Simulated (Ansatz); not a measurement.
# Lattice vibrations of CaF$_{2}$ at Γ at 6 GPa

Theory: DFT PBE, scalar-relativistic, plane waves, PAW in Ansatz 0.2.0. Settings: 420 eV plane-wave cutoff, Γ-centred 8×8×8 mesh, fixed occupations. No spin polarisation. Phonons by linear response, acoustic sum rule imposed.

The cell, relaxed at 6 GPa:
```
Ca F
1.0
     0.00000    2.69498    2.69498
     2.69498    0.00000    2.69498
     2.69498    2.69498    0.00000
Ca F
1 2
Direct
  0.00000 0.00000 0.00000
  0.25000 0.25000 0.25000
  0.75000 0.75000 0.75000
```

Question: Give the high-frequency dielectric tensor ε∞.

Answer:
```
2.31 0.00 0.00
0.00 2.31 0.00
0.00 0.00 2.31
```

Question: Give the Born effective charges.

Answer:
| atom | Z*xx | Z*yy | Z*zz | mean |
| --- | --- | --- | --- | --- |
| Ca (atom 1) | 2.38 | 2.38 | 2.38 | 2.38 |
| F (atom 2) | -1.19 | -1.19 | -1.19 | -1.19 |

Question: How large is the static dielectric tensor with the ions free to move, and what share of it is ionic?

Answer:
```
7.2 0.0 0.0
0.0 7.2 0.0
0.0 0.0 7.2
```
The ions give 68 % of its trace.

Cost: 1 run of about 0.6 core-minutes, on Intel Xeon Platinum 8259CL (Skylake/Cascade Lake) (shared hosts).